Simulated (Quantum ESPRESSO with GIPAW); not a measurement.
# HfO2: how strain moves the 17O line

GIPAW runs (PBEsol, plane-wave PAW from pslibrary 1.0.0 recipes, cutoffs 55 and 330 Ry, one 5×5×4 mesh for all shielding runs; Quantum ESPRESSO with GIPAW, a patched development version; no spin-orbit coupling, no macroscopic shape term) on HfO2, space group P4_2/nmc before straining. The cell below is strained equally along all axes, and the atoms are relaxed in pw.x at each strain, zero included.

```
Hf O
1.0
     3.55802    0.00000    0.00000
     0.00000    3.55802    0.00000
     0.00000    0.00000    5.17186
Hf O
2 4
Direct
  0.00000 0.00000 0.00000
  0.50000 0.50000 0.50000
  0.00000 0.50000 0.19330
  0.50000 0.00000 0.30670
  0.50000 0.00000 0.80670
  0.00000 0.50000 0.69330
```

The cell is a computed entry of the Materials Project; it need not be the form that is stable at ambient conditions.

O is atom 3. One row is withheld.

| strain (%) | σ_iso Hf (ppm) | σ_iso O (ppm) | span O (ppm) |
| --- | --- | --- | --- |
| -2 | 5085.45 | -106.87 | 70.4 |
| -1.5 | 5055.49 | -107.16 | 80.2 |
| -1 | ? | ? | ? |
| 0 | 4975.29 | -109.84 | 112.0 |
| +0.5 | 4951.76 | -111.28 | 123.3 |
| +1 | 4929.60 | -112.95 | 135.2 |
| +2 | 4889.92 | -116.96 | 160.0 |

**Task.** Fit σ_iso of O against strain, judge whether a straight line is enough, and predict the withheld row at -1 %.

1. With n = 6: Σx = 0.000, Σy = -665.06, Σx² = 11.5000, Σxy = -28.030.

2. Slope b = (nΣxy − ΣxΣy)/(nΣx² − (Σx)²) = -2.44 ppm per %, intercept a = (Σy − bΣx)/n = -110.84 ppm.

3. Residuals (run less line), in the order of the table: -0.90, +0.03, +1.00, +0.78, +0.33, -1.24 ppm. They bend in one sense; the largest is 12.3 % of the range of σ, so a quadratic term is needed: σ = -109.86 − 2.537 x − 0.510 x², with residuals of 0.05 ppm or less.

4. At -1 % (inside the fitted range) the line gives -108.41 ppm and the parabola -107.84 ppm.

5. The run gives:

| strain (%) | σ_iso Hf (ppm) | σ_iso O (ppm) | span O (ppm) |
| --- | --- | --- | --- |
| -1 | 5027.45 | -107.80 | 90.3 |

Prediction less run: the line misses by -0.61 ppm, the parabola by -0.04 ppm. By the parabola, a strain of +1 % changes σ of O by -3.05 ppm and one of −1 % by +2.03 ppm; the mean slope is -2.44 ppm per %. The shift moves the opposite way, scaled by the slope of a reference line. Over the table σ of Hf goes from 5085.45 to 4889.92 ppm. Zero strain is the database's lattice with relaxed atoms, not this functional's rest cell, and neither cutoff nor mesh was tested for the slopes. The omitted shape term, common to all sites, changes with strain too. This build of gipaw.x prints that it is not audited and that its numbers are no references by themselves. The relaxations ran on cheaper settings and stop at small residual forces, which adds noise that small residuals can't be told from. 17O is quadrupolar, so a real line also moves with the field gradient, which is not computed here. pw.x warned of eigenvalues not converged in some cycles of these runs, which then met the threshold.

[Banner, clock, file and message-heading lines were taken out of the pw.x and gipaw.x logs.]

[Logs are printed without paths, hosts, clocks, repeated set-up lines and the standing remarks that a program may print on its own settings, such as how far it seeks lower states.]

[Hosts, paths, dates, database ids (printed as entryN), source tags and the programs' standing remarks are cut or masked in the printed files.]
